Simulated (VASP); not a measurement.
# N (P6_3/mmc) in VASP: further runs, part 2 of 2

VASP 6.6.1. The steps go on from the part before.

### 4 Single point, PBE

Input file INCAR:

```
SYSTEM = N
PREC     = Accurate       ! precision mode
ENCUT    = 520            ! plane-wave cutoff, eV
EDIFF    = 1E-6           ! SCF threshold, eV
ISMEAR   = 0              ! smearing method
SIGMA    = 0.1            ! smearing width, eV
LREAL    = .FALSE.        ! projectors in reciprocal space
LASPH    = .TRUE.         ! aspherical terms in the spheres
NELM     = 100            ! most SCF steps
ALGO     = Normal         ! electronic algorithm
ISIF     = 2              ! what is computed and relaxed
LWAVE    = .FALSE.        ! write WAVECAR
LCHARG   = .FALSE.        ! write CHGCAR
GGA      = PE             ! functional
NBANDS   = 12             ! bands
```

Input file KPOINTS:

```
Automatic mesh
0
G
  18 18 16
  0 0 0
```

Input file POSCAR:

```
N
1.0
    2.5822418432      0.0000000000      0.0000000000
   -1.2911209216      2.2362870350      0.0000000000
    0.0000000000      0.0000000000      2.4542895994
N
2
Direct
    0.6666666667      0.3333333333      0.2500000000
    0.3333333333      0.6666666667      0.7500000000
```

Potentials or basis: VASP PAW PBE potentials, release 64 (N).

Command:

```console
> cat potpaw_PBE.64/N/POTCAR > POTCAR
> mpirun -np 1 vasp_std > vasp.out
```

OUTCAR:

```text
SYSTEM = N
   PREC = Accurate
   ENCUT = 520
   EDIFF = 1E-6
   ISMEAR = 0
   LREAL = .FALSE.
   LASPH = .TRUE.
   NELM = 100
   ISIF = 2
   GGA = PE

 ion  position               nearest neighbor table
   1  0.667  0.333  0.250-
   2  0.333  0.667  0.750-

  LATTYP: Found a hexagonal cell.
 ALAT       =     2.5822418432
 C/A-ratio  =     0.9504491633

  Lattice vectors:

 A1 = (   2.5822418432,   0.0000000000,   0.0000000000)
 A2 = (  -1.2911209216,   2.2362870350,   0.0000000000)
 A3 = (   0.0000000000,   0.0000000000,   2.4542895994)

Analysis of symmetry for initial positions (statically):
=====================================================================
 Subroutine PRICEL returns:
 Original cell was already a primitive cell.

 Routine SETGRP: Setting up the symmetry group for a
 hexagonal supercell.

 Subroutine GETGRP returns: Found 24 space group operations
 (whereof 12 operations were pure point group operations)
 out of a pool of 24 trial point group operations.

The static configuration has the point symmetry D_3d.
 The point group associated with its full space group is D_6h.

Analysis of symmetry for dynamics (positions and initial velocities):
=====================================================================
 Subroutine PRICEL returns:
 Original cell was already a primitive cell.

 Routine SETGRP: Setting up the symmetry group for a
 hexagonal supercell.

 Subroutine GETGRP returns: Found 24 space group operations
 (whereof 12 operations were pure point group operations)
 out of a pool of 24 trial point group operations.

The dynamic configuration has the point symmetry D_3d.
 The point group associated with its full space group is D_6h.

 Subroutine INISYM returns: Found 24 space group operations
 (whereof 12 operations are pure point group operations),
 and found     1 'primitive' translations

[... 120 lines left out ...]
   LHFCALC =     F    Hartree Fock is set to
   AEXX    =    0.0000 exact exchange contribution
   IVDW    =     0    specifies the selected vdW correction
   LEPSILON=     F    determine dielectric tensor
   LRPA    =     F    only Hartree local field effects (RPA)
 non-spin polarized calculation
 Gauss-broadening in eV      SIGMA  =   0.10
  energy-cutoff  :      520.00
  volume of cell :       14.17
 maximum number of plane-waves:       405
 NGX is ok and might be reduce to    20
   NGX =  9   NGY =  9   NGZ =  9

 number of electron      10.0000001 magnetization

 Free energy of the ion-electron system (eV)
  ---------------------------------------------------
  ext. energy  EPLUGINS =         0.00000000
  ---------------------------------------------------
  free energy    TOTEN  =        -9.44032169 eV

  energy without entropy =       -9.43668053  energy(sigma->0) =       -9.43850111

 E-fermi :   6.2836     XC(G=0): -12.7391

 val. band max:        6.2681702505   @ k =   0.4444   0.0556   0.4375
 cond. band min:       6.2946667415   @ k =   0.2778   0.2222   0.0000
 fundamental gap:      0.0264964910
 Fermi energy:         6.2836369558

 k-point     1 :       0.0000    0.0000    0.0000
  band No.  band energies     occupation
      1     -15.0737      2.00000
      2       0.2066      2.00000
      3       2.0785      2.00000
      4       3.8661      2.00000
      5       3.8661      2.00000
      6       8.9211      0.00000
      7       8.9211      0.00000
      8      12.0544      0.00000
      9      20.9207      0.00000
     10      23.6184      0.00000
     11      31.0716      0.00000
     12      31.0716      0.00000
[... 331 lines left out ...]
 k-point    24 :       0.3889    0.1111    0.0000
  band No.  band energies     occupation
      1     -10.9665      2.00000
      2      -7.4427      2.00000
      3       0.1929      2.00000
      4       5.0561      2.00000
      5       5.1265      2.00000
      6       8.1163      0.00000
      7       8.8988      0.00000
      8      10.9835      0.00000
      9      20.6388      0.00000
     10      28.4190      0.00000
     11      31.5212      0.00000
     12      32.7808      0.00000

 [... further k-points ...]

------------------------ aborting loop because EDIFF is reached ----------------------------------------

  FORCE on cell =-STRESS in cart. coord.  units (eV):
  Direction    XX          YY          ZZ          XY          YZ          ZX
  --------------------------------------------------------------------------------------
  -------------------------------------------------------------------------------------
  Total       -0.0099504     -0.0099504      0.0054575      0.0000000      0.0000000      0.0000000
  in kB       -1.1248628     -1.1248628      0.6169562      0.0000000      0.0000000      0.0000000
  external PRESSURE =      -0.5442565 kB  Pullay stress =       0.0000000 kB

 VOLUME and BASIS-vectors are now :
 -----------------------------------------------------------------------------
  energy-cutoff  :      520.00
  volume of cell :       14.17
      direct lattice vectors                 reciprocal lattice vectors
     2.582241843  0.000000000  0.000000000     0.387260396  0.223584894  0.000000000
    -1.291120922  2.236287035  0.000000000     0.000000000  0.447169788  0.000000000
     0.000000000  0.000000000  2.454289599     0.000000000  0.000000000  0.407449879

 POSITION                                       TOTAL-FORCE (eV/Angst)
 -----------------------------------------------------------------------------------
      1.29112      0.74543      0.61357        -0.000000      0.000000      0.000000
     -0.00000      1.49086      1.84072         0.000000     -0.000000      0.000000
 -----------------------------------------------------------------------------------
    total drift:                               -0.000000      0.000000     -0.000000

  FREE ENERGIE OF THE ION-ELECTRON SYSTEM (eV)
  ---------------------------------------------------
  free  energy   TOTEN  =        -9.4403216916 eV

  energy  without entropy=       -9.4366805332  energy(sigma->0) =       -9.43850111
```

OSZICAR:

```text
N       E                     dE             d eps       ncg     rms          rms(c)
DAV:   1     0.244644485990E+02    0.24464E+02   -0.59714E+03  8320   0.812E+02
DAV:   2    -0.863861902581E+01   -0.33103E+02   -0.31480E+02 10332   0.176E+02
DAV:   3    -0.942733409932E+01   -0.78872E+00   -0.77790E+00  9712   0.234E+01
DAV:   4    -0.942880952747E+01   -0.14754E-02   -0.14754E-02  8828   0.115E+00
DAV:   5    -0.942881122308E+01   -0.16956E-05   -0.16961E-05  9740   0.391E-02    0.201E+00
DAV:   6    -0.943489810002E+01   -0.60869E-02   -0.14015E-03  8916   0.343E-01    0.122E+00
DAV:   7    -0.944024019586E+01   -0.53421E-02   -0.41211E-03  8984   0.596E-01    0.613E-02
DAV:   8    -0.944031446623E+01   -0.74270E-04   -0.45661E-05  9276   0.655E-02    0.278E-02
DAV:   9    -0.944032144970E+01   -0.69835E-05   -0.65719E-06  8924   0.241E-02    0.201E-03
DAV:  10    -0.944032169157E+01   -0.24187E-06   -0.10618E-07  6072   0.327E-03
   1 F= -.94403217E+01 E0= -.94385011E+01  d E =-.364116E-02
```

stdout:

```text
POSCAR found type information on POSCAR N
 POSCAR found :  1 types and       2 ions
 scaLAPACK will be used
 LDA part: xc-table for (Slater+PW92), standard interpolation
 POSCAR, INCAR and KPOINTS ok, starting setup
 FFT: planning ... GRIDC
 FFT: planning ... GRID_SOFT
 FFT: planning ... GRID
 WAVECAR not read
 entering main loop
```

It took 18 s on 1 thread of AMD EPYC 9R45 (Zen 5), shared host; peak memory 0.12 GiB.

Results:

- Free energy: -9.4403 eV
- Pressure: -0.1 GPa
- Band gap on the k mesh: none (metal or under the smearing width)

Stress tensor (GPa, compression positive):
```
-0.11  0.00  0.00
 0.00 -0.11  0.00
 0.00  0.00  0.06
```

Levels at points of the mesh, in eV from the Fermi level:
| k point | band 2 | band 3 | band 4 | band 5 | band 6 | band 7 | band 8 | band 9 |
| --- | --- | --- | --- | --- | --- | --- | --- | --- |
| (0.00, 0.00, 0.00) | -6.08 | -4.21 | -2.42 | -2.42 | 2.64 | 2.64 | 5.77 | 14.64 |
| (0.50, 0.00, 0.00) | -14.16 | -4.86 | -2.35 | -1.20 | 1.78 | 2.72 | 4.86 | 13.66 |
| (0.00, 0.00, 0.50) | -16.50 | 0.48 | 0.48 | 0.48 | 0.48 | 1.60 | 1.60 | 21.07 |
| (0.50, 0.00, 0.50) | -13.12 | -8.11 | -8.11 | -0.74 | -0.74 | 3.80 | 3.80 | 18.84 |

### 5 Relaxation of cell and atoms, PBE

Input file INCAR:

```
SYSTEM = N
  PREC = Accurate
  ENCUT = 600
  EDIFF = 1E-6
  ISMEAR = 0
  SIGMA = 0.1
  LREAL = .FALSE.
  LASPH = .TRUE.
  NELM = 100
  ALGO = Fast
  ISIF = 3
  LWAVE = .FALSE.
  LCHARG = .FALSE.
  GGA = PE
  IBRION = 2
  NSW = 100
  EDIFFG = -0.005
```

Input file KPOINTS:

```
regular mesh
0
G
  18 18 16
  0 0 0
```

Input file POSCAR:

```
N
1.0
    2.5776419633      0.0000000000      0.0000000000
   -1.2888209816      2.2323034220      0.0000000000
    0.0000000000      0.0000000000      2.4620431610
N
2
Direct
    0.6666666667      0.3333333333      0.2500000000
    0.3333333333      0.6666666667      0.7500000000
```

Command:

```console
> cat potpaw_PBE.64/N/POTCAR > POTCAR
> mpirun -np 1 vasp_std > vasp.out
```

Run time: 40 s. Hardware: 1 thread of AMD EPYC 9R45 (Zen 5), shared host; peak memory 0.13 GiB.

It converged, with:

- Free energy: -9.4456 eV
- Relaxed volume: 7.06 Å³/atom
- Relaxed cell: a = 2.579 Å, b = 2.579 Å, c = 2.452 Å, α = 90.00°, β = 90.00°, γ = 120.00°
- Space group after relaxing (to 0.05 Å): P6_3/mmc (No. 194)
- Energy gained by relaxing: 0.3 meV/atom
- Ionic steps: 3
- Pressure after relaxing: 0.0 GPa
- Band gap on the k mesh: none (metal or under the smearing width)

The path:
```csv
step,energy change (eV),largest force (eV/Å),pressure (GPa),volume (Å³)
1,0.0000,0.0000,-0.76,14.17
2,-0.0003,0.0000,0.57,14.10
3,-0.0006,0.0000,0.03,14.13
```

Final structure:
```cif
data_structure
_symmetry_space_group_name_H-M 'P 1'
_symmetry_Int_Tables_number 1
_cell_length_a 2.5790
_cell_length_b 2.5790
_cell_length_c 2.4525
_cell_angle_alpha 90.000
_cell_angle_beta 90.000
_cell_angle_gamma 120.000
_cell_volume 14.13
loop_
_atom_site_label
_atom_site_type_symbol
_atom_site_fract_x
_atom_site_fract_y
_atom_site_fract_z
_atom_site_occupancy
N1 N 0.66667 0.33333 0.25000 1
N2 N 0.33333 0.66667 0.75000 1
```

Levels at points of the mesh, in eV from the Fermi level:
```
           k point  band 2  band 3  band 4  band 5  band 6  band 7  band 8  band 9
(0.00, 0.00, 0.00)   -6.05   -4.23   -2.42   -2.42    2.64    2.64    5.79   14.63
(0.50, 0.00, 0.00)  -14.18   -4.88   -2.34   -1.21    1.78    2.72    4.88   13.66
(0.00, 0.00, 0.50)  -16.54    0.48    0.48    0.48    0.48    1.62    1.62   21.11
(0.50, 0.00, 0.50)  -13.13   -8.15   -8.15   -0.75   -0.75    3.81    3.81   18.86
```

### 6 Single point, PBE (the perfect crystal in a cell of 12 atoms)

Input file INCAR:

```
SYSTEM = N
PREC     = Accurate       ! precision mode
ENCUT    = 520            ! plane-wave cutoff, eV
EDIFF    = 1E-6           ! SCF threshold, eV
ISMEAR   = 0              ! smearing method
SIGMA    = 0.1            ! smearing width, eV
LREAL    = .FALSE.        ! projectors in reciprocal space
LASPH    = .TRUE.         ! aspherical terms in the spheres
NELM     = 100            ! most SCF steps
ALGO     = Fast           ! electronic algorithm
ISIF     = 2              ! what is computed and relaxed
LWAVE    = .FALSE.        ! write WAVECAR
LCHARG   = .FALSE.        ! write CHGCAR
GGA      = PE             ! functional
NBANDS   = 42             ! bands
```

Input file KPOINTS:

```
Automatic mesh
0
Gamma
  7 7 6
  0 0 0.5
```

Input file POSCAR:

```
N
1.0
    3.8733627648     -2.2362870350      0.0000000000
    0.0000000001      4.4725740699      0.0000000000
    0.0000000000      0.0000000000      4.9085791988
N
12
Direct
    0.3333333333      0.3333333333      0.1250000000
    0.3333333333      0.3333333333      0.6250000000
    0.0000000000      0.6666666667      0.1250000000
    0.0000000000      0.6666666667      0.6250000000
    0.6666666667      1.0000000000      0.1250000000
    0.6666666667      1.0000000000      0.6250000000
    0.0000000000      0.3333333333      0.3750000000
    0.0000000000      0.3333333333      0.8750000000
    0.6666666667      0.6666666667      0.3750000000
    0.6666666667      0.6666666667      0.8750000000
    0.3333333333      1.0000000000      0.3750000000
    0.3333333333      1.0000000000      0.8750000000
```

Potentials or basis: VASP PAW PBE potentials, release 64 (N).

Command:

```console
> cat potpaw_PBE.64/N/POTCAR > POTCAR
> mpirun -np 1 vasp_std > vasp.out
```

It took 51 s on 1 thread of AMD EPYC 9R45 (Zen 5), shared host; peak memory 0.2 GiB.

It converged, with:

```
Free energy            : -56.6441 eV
Pressure               : -0.9 GPa
Band gap on the k mesh : none (metal or under the smearing width)
```

Stress tensor (GPa, compression positive):
```
-1.01  0.00  0.00
 0.00 -1.01  0.00
 0.00  0.00 -0.65
```

Levels at points of the mesh, in eV from the Fermi level:
| k point | band 26 | band 27 | band 28 | band 29 | band 30 | band 31 | band 32 | band 33 | band 34 | band 35 |
| --- | --- | --- | --- | --- | --- | --- | --- | --- | --- | --- |
| (0.00, 0.00, 0.08) | -0.10 | -0.10 | -0.10 | -0.10 | 0.15 | 0.15 | 0.87 | 0.87 | 1.16 | 1.95 |

### 7 Summary

```tsv
task	cell	k mesh	cutoff (eV)	gap on the mesh (eV)	pressure (GPa)
single point	P6_3/mmc, 7.08 Å³/atom	12 × 12 × 8	520	none	0.0
relaxation of cell and atoms	relaxed	12 × 12 × 8	600	none	-1.0
single point	P6_3/mmc, 7.09 Å³/atom	18 × 18 × 16	520	none	-0.1
relaxation of cell and atoms	relaxed	18 × 18 × 16	600	none	0.0
single point	the perfect crystal in a cell of 12 atoms	7 × 7 × 6, shifted	520	none	-0.9
```

Alike in all rows: level PBE; potentials or basis VASP PAW PBE potentials, release 64 (N); no spin polarisation; smearing gaussian 0.1 eV.

Caveats: the relaxation stopped at a loose force limit of 0.05 eV/Å, so its end isn't a converged minimum (some runs).

Total energies depend on the potentials used, so only differences within one code and one set of settings carry meaning.
